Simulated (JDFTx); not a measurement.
W under changes of volume

One of the cells (15.848 Å³/atom); the others are scaled copies at fixed shape and fractional positions:

```
W
1.0
    -1.58234    1.58234    1.58234
     1.58234   -1.58234    1.58234
     1.58234    1.58234   -1.58234
W
1
Direct
  0.00000 0.00000 0.00000
```

- Program: JDFTx 1.7.0 (patched build)
- Functional: PBEsol
- Potentials or basis: PseudoDojo-SR-PBEsol-0.4.1-standard with smoothed tails
- Cutoff: 1007 eV
- Density cutoff: 4027 eV
- k mesh: 12 × 12 × 12
- Occupations: fermi-dirac, width 0.05 eV
- Spin: no spin polarisation

```tsv
volume (Å³/atom)	energy over the lowest point (meV/atom)	pressure (GPa)
14.897	44.20	18.5
15.214	15.26	10.7
15.531	?	?
15.848	0.00	-2.8
16.165	11.10	-8.6
16.482	33.20	-14.0
16.798	65.31	-18.8
```

Task: What does the run at 15.531 Å³/atom give?

Result: Energy over the lowest point 0.97 meV/atom; pressure 3.6 GPa.

Worked out: A Birch-Murnaghan fit of order 3 (a polynomial in V^(-2/3)) to the other rows has its minimum at 15.71 Å³/atom with B0 = V·E''(V) = 315 GPa and B' = 3.6. It gives 0.98 meV/atom at 15.531 Å³/atom, against the run's 0.97, and -dE/dV = 3.8 GPa, against 3.6.

Energies are extrapolated to zero smearing.
